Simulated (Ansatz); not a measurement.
Runs of Ansatz 0.2.0 on HfC. It takes space group Pmm2 (No. 25, orthorhombic). The conventional cell has a = 2.439 Å, b = 4.695 Å, c = 2.562 Å, α = 90.00°, β = 90.00°, γ = 90.00°. Hf (site symmetry mm2) is surrounded by 2 C at 2.43 Å and 4 Hf at 2.44 to 2.56 Å. C (site symmetry mm2) has 2 Hf at 2.43 Å and 4 C at 2.44 to 2.56 Å as nearest neighbours. The cell was built by a generator and needn't be a form met in nature.

```csv
task,level,spin,k mesh,cutoff (eV),smearing,points for each segment of the path,gap on the mesh (eV),pressure (GPa),largest force (eV/Å)
single point,PBE,off,11 × 6 × 10,420,gaussian 0.015 eV,-,none,11.3,0.11
single point,PBE,off,11 × 6 × 10,420,gaussian 0.023 eV,-,none,11.3,0.11
single point,PBE,off,11 × 6 × 10,420,gaussian 0.018 eV,-,none,11.3,0.11
band structure,r2SCAN,"SOC, no magnetisation",8 × 5 × 7,500,fermi-dirac 0.05 eV,14,none,(a),0.05
single point,PBE,off,11 × 6 × 10,420,gaussian 0.017 eV,-,none,11.3,0.11
single point,PBE,off,11 × 6 × 10,420,gaussian 0.014 eV,-,none,11.3,0.11
single point,PBE,off,11 × 6 × 10,420,gaussian 0.024 eV,-,none,11.3,0.11
single point,PBE,off,11 × 6 × 10,420,gaussian 0.02 eV,-,none,11.3,0.11
```

Alike in all rows: potentials or basis Ansatz PAW; cell as given.

Problem. Fill in the values left out.

Solution. (a) 9.2.

Caveats: the PAW data sets come from PBE, with cores solved anew for the run's functional, which leaves a small shift of forces and pressure (some runs).

A k mesh can miss the band edges, and rows without SOC leave out spin-orbit coupling on Hf.

A gap of «none» marks a metal or a gap under the smearing width.
